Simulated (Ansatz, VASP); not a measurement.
## AlBH: VASP beside Ansatz

INCAR

```
SYSTEM = AlBH
ALGO = Normal
EDIFF = 1E-6
ENCUT = 520
GGA = PS
ISIF = 2
ISMEAR = 1
LASPH = .TRUE.
LCHARG = .FALSE.
LREAL = .FALSE.
LWAVE = .FALSE.
NBANDS = 16
NELM = 80
PREC = Accurate
SIGMA = 0.0343
```

KPOINTS

```
k-points
0
G
  8 8 8
  0 0 0
```

POSCAR

```
AlBH
1.0
    2.8894420000      0.0000000000      0.0000000000
    1.4447210000     -6.2750330000      0.0000000000
    0.0000000000      0.0000000000     -2.7995530000
H Al B
2 2 2
Direct
    0.9100200000      0.1799600000      0.7500000000
    0.0899800000      0.8200400000      0.2500000000
    0.3005800000      0.3988400000      0.2500000000
    0.6994200000      0.6011600000      0.7500000000
    0.4645000000      0.0710000000      0.2500000000
    0.5355000000      0.9290000000      0.7500000000
```

Input for Ansatz:

```yaml
crystal:
  lattice:
    - [2.889442, 0.0, 0.0]
    - [1.444721, -6.275033, 0.0]
    - [0.0, 0.0, -2.799553]
  atoms:
    - { symbol: H, position: [0.91002, 0.17996, 0.75] }
    - { symbol: H, position: [0.08998, 0.82004, 0.25] }
    - { symbol: Al, position: [0.30058, 0.39884, 0.25] }
    - { symbol: Al, position: [0.69942, 0.60116, 0.75] }
    - { symbol: B, position: [0.4645, 0.071, 0.25] }
    - { symbol: B, position: [0.5355, 0.929, 0.75] }
  symmetry: { tolerance: 0.0003 }
kpoints:
  mp_grid: { grid: [8, 8, 8], shift: [0, 0, 0] }
  band_path:
    path:
      - [0.0, 0.0, 0.0]
      - [0.0, -0.5, 0.0]
      - [0.47349633, -0.26325183, 0.0]
      - [0.52650367, 0.26325183, 0.0]
      - [0.0, 0.0, 0.0]
      - [0.0, 0.0, -0.5]
      - [0.52650367, 0.26325183, -0.5]
      - [0.47349633, -0.26325183, -0.5]
      - [0.0, -0.5, -0.5]
      - [0.0, -0.5, 0.0]
      - [0.0, 0.0, 0.0]
    npoints: 6
magnetization:
  spin_polarized: false
scf:
  occupations: { method: cold, width: 0.0343 }
  lower_state_search: "off"
  max_iter: 200
hamiltonian:
  pseudopotentials: { kind: paw }
  xc: pbesol
basis:
  ecutwfc: 420
  fft_grid_basis: typed
output:
  forces: true
  stress: true
  eigenvalues: true
  bader: true
  populations: true
  elf: true
  write_potential: true
  volumetric_format: npy
  dos:
    e_range: [-12, 8]
    de: 0.05
    projected: { site_lists: { Al: [Al], B: [B], H: [H] } }
checkpoint:
  read: saved_state
```

The cell was built by a generator and needn't be a form met in nature.

Alike in both runs: task single point; functional PBEsol; k mesh 8 × 8 × 8; no spin polarisation.

|  | VASP | Ansatz |
| --- | --- | --- |
| version | VASP 6.6.1 | Ansatz 0.2.0 |
| potentials or method | VASP PAW PBE potentials, release 64 (H, Al, B) | PAW plane waves |
| plane-wave cutoff (eV) | 520 | 420 |
| occupations | methfessel-paxton of order 1, width 0.0343 eV | cold, width 0.0343 eV |
| valence electrons in the cell | 14 | 14 |

```csv
,VASP,Ansatz,Ansatz less VASP
pressure (GPa),22.8,22.6,-0.16
largest component of the traceless stress (GPa),7.51,7.45,-0.057
rms of the force components (eV/Å),1.094,1.091,-0.0024
```

Atom by atom the forces differ by 0.004 eV/Å (rms over components).

Caveats: so large a pressure means that the cell lies far from this level's equilibrium, or that cutoff or potentials fall short (VASP); the potentials were made for another functional, which shifts forces and pressure (VASP).
